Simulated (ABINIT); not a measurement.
BAs:

```xyz
2
Lattice="0.0000 2.3885 2.3885 2.3885 0.0000 2.3885 2.3885 2.3885 0.0000" Properties=species:S:1:pos:R:3 pbc="T T T"
As    3.5827    3.5827    3.5827
B     0.0000    0.0000    0.0000
```

Base run:

```yaml
Program: ABINIT 10.8.3 (patched build)
Functional: PBE
Potentials_or_basis: SG15 NC PBE v1.2
Cutoff: 490 eV
k_mesh: 6 × 6 × 6
Occupations: fixed
Spin: no spin polarisation
```

Its results: band gap on the k mesh 1.29 eV, indirect (least direct gap 3.29 eV); pressure 2.1 GPa.

The run is repeated on the same cell with these changes: functional from PBE to HSE06. What comes out?

Band gap on the k mesh 1.95 eV, indirect (least direct gap 4.11 eV); pressure 0.1 GPa.

HSE06 gives the wider gap, since exact exchange removes part of the self-interaction.

Caveats: Libxc's HSE differs a little from that of other programs (some runs); the potentials were made for another functional, which shifts forces and pressure (some runs).

A k mesh can miss the band edges.
